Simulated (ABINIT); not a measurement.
BaS:

```
Ba S
1.0
     0.00000    3.19375    3.19375
     3.19375    0.00000    3.19375
     3.19375    3.19375    0.00000
Ba S
1 1
Direct
  0.00000 0.00000 0.00000
  0.50000 0.50000 0.50000
```

Base run:

* Program: ABINIT 10.8.3 (patched build)
* Functional: PBE
* Potentials or basis: JTH PAW PBE v2.0
* Cutoff: 544 eV
* k mesh: 7 × 7 × 7
* Occupations: fermi-dirac, width 0.05 eV
* Spin: spin-orbit coupling, no magnetisation

Its results: band gap on the k mesh 2.13 eV, indirect (least direct gap 2.24 eV); pressure 1.3 GPa.

Q: After a change of settings the same cell gave: band gap on the k mesh 2.21 eV, indirect (least direct gap 2.34 eV); pressure 1.1 GPa. Which change was it?
A. potentials or basis from JTH PAW PBE v2.0 to PseudoDojo NC SR PBE v0.4.1 standard; cutoff from 544 eV to 707 eV; spin from spin-orbit coupling, no magnetisation to no spin polarisation
B. functional from PBE to rPW86PBE
C. functional from PBE to RPBE

A: A.

Spin-orbit coupling splits the band edges, which narrows the gap.

Caveats: this set's barium file shifts pressures by 1.5 GPa and gaps by 0.1 eV against other sets (some runs); this release of the barium file is off (some runs); spin-orbit coupling is left out, which moves the levels of the heavy elements (some runs).
